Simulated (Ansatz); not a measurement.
Runs of Ansatz 0.2.0 on CrO2. The structure is tetragonal, space group P4_2/mnm (No. 136). Conventional cell: a = 4.421 Å, b = 4.421 Å, c = 2.917 Å, α = 90.00°, β = 90.00°, γ = 90.00°. Around Cr (site symmetry mmm) lie 6 O at 1.88 to 1.92 Å. O (site symmetry m2m) has 3 Cr at 1.88 to 1.92 Å as nearest neighbours. 

```csv
spin,k mesh,gap on the mesh (eV),pressure (GPa),moment (μB),largest force (eV/Å)
"collinear, ferromagnetic start",6 × 6 × 9,none,2.4,4.00,0.28
"non-collinear, random start",5 × 5 × 7,none,2.4,4.00,0.28
off,6 × 6 × 9,none,(a),-,0.26
"collinear, random start",6 × 6 × 9,none,2.4,4.00,0.28
```

Alike in all rows: task single point; level PBE; potentials or basis Ansatz PAW; cell as given; cutoff (eV) 420; smearing fermi-dirac 0.05 eV.

Fill in the values left out.

(a) -4.8.

Caveats: semilocal functionals often make such compounds metallic where correlation or magnetic order opens a gap, which also shifts bond lengths; the starting moments weren't kept (some runs).

A gap of «none» marks a metal or a gap under the smearing width.
